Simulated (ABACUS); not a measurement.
Sn, 2 atoms in the cell. It takes space group Fd-3m (No. 227, cubic). Conventional cell: a = 6.467 Å, b = 6.467 Å, c = 6.467 Å, α = 90.00°, β = 90.00°, γ = 90.00°. Sn (site symmetry -43m) has 4 Sn at 2.80 Å as nearest neighbours. This isn't the form of Sn at room conditions, which is tetragonal (white tin).

| Quantity | Value |
| --- | --- |
| Program | ABACUS 3.10.1 |
| Task | single point |
| Functional | r2SCAN |
| Potentials or basis | SG15 ONCV 1.2 PBE |
| Cutoff | 1143 eV |
| Density cutoff | 4572 eV |
| Basis | plane waves |
| k mesh | 4 × 4 × 4 |
| Occupations | fermi-dirac, width 0.05 eV |
| Spin | no spin polarisation |
| Radial cutoff of the potentials (pseudo_rcut) | 10 bohr |
| SCF threshold on the density | 1e-08 |
| Max SCF steps | 100 |
| Eigensolver | dav |
| Mixing | broyden |
| Mixing share | 0.7 |
| Symmetry key | 1 |
| Bands | 24 |

Potentials or basis: SG15 ONCV 1.2 PBE, plane waves.

Launch:

```sh
$ OMP_NUM_THREADS=1 python run_abacus.py > log
```

Hardware: 4 MPI ranks on Intel(R) Xeon(R) Platinum 8259CL CPU @ 2.50GHz (Skylake/Cascade Lake) (shared host).

Task: How long does it take, and how much memory?

Result: Run time: 54 s on 4 MPI ranks on Intel(R) Xeon(R) Platinum 8259CL CPU @ 2.50GHz (Skylake/Cascade Lake), on a shared host, peak memory 0.52 GiB a rank. Counts: scf iterations 6, k points 8, bands 24, ranks 4.
